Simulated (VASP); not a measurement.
Wanted: the native input for a VASP 6.6.1 run.

| Property | Result |
| --- | --- |
| Task | relaxation of cell and atoms |
| Functional | LDA |
| Potentials or basis | VASP PAW LDA potentials, release 64 (Zn) |
| Cutoff | 350 eV |
| k mesh | 9 × 9 × 4 |
| Occupations | gaussian, width 0.1 eV |
| Spin | no spin polarisation |
| Further INCAR settings | ALGO = Normal; EDIFF = 1e-07; IBRION = 2; EDIFFG = -0.002; NSW = 80; ISIF = 3 |

The structure of Zn lies in POSCAR:

```
Zn
1.0
    2.6700000000      0.0000000000      0.0000000000
   -1.3350000000      2.3122878300      0.0000000000
    0.0000000000      0.0000000000      4.9660000000
Zn
2
Direct
    0.3333333300      0.6666666700      0.2500000000
    0.6666666700      0.3333333300      0.7500000000
```

These files were run (other wordings do the same):

INCAR

```
SYSTEM = Zn
ALGO = Normal ; EDIFF = 1E-7
EDIFFG = -0.002 ; ENCUT = 350
GGA = CA ; IBRION = 2
ISIF = 3 ; ISMEAR = 0
LASPH = .True. ; LCHARG = .False.
LREAL = .False. ; LWAVE = .False.
NELM = 60 ; NSW = 80
PREC = Accurate ; SIGMA = 0.1
```

KPOINTS

```
k-points
0
Gamma
  9 9 4
  0 0 0
```

Potentials or basis: VASP PAW LDA potentials, release 64 (Zn).

Run with:

```console
$ cat potpaw_LDA.64/Zn/POTCAR > POTCAR
$ mpirun -np 1 vasp_std > vasp.out
```

Results of the run:

The relaxed volume is 13.44 Å³/atom and the relaxed cell is a = 2.594 Å, b = 2.594 Å, c = 4.615 Å, α = 90.00°, β = 90.00°, γ = 120.00°. The space group after relaxing (to 0.05 Å) is P6_3/mmc (No. 194). The energy gained by relaxing is 68.3 meV/atom and the ionic steps are 21. The pressure after relaxing is 0.0 GPa. The band gap on the k mesh is none (metal or under the smearing width).

Caveat: the volume moved by -12 % from the deposited cell, more than functionals usually miss.

Run time: 2.2 min on 1 thread of AMD EPYC 7R43 64-Core Processor (Zen 3), on a shared host, peak memory 0.08 GiB.
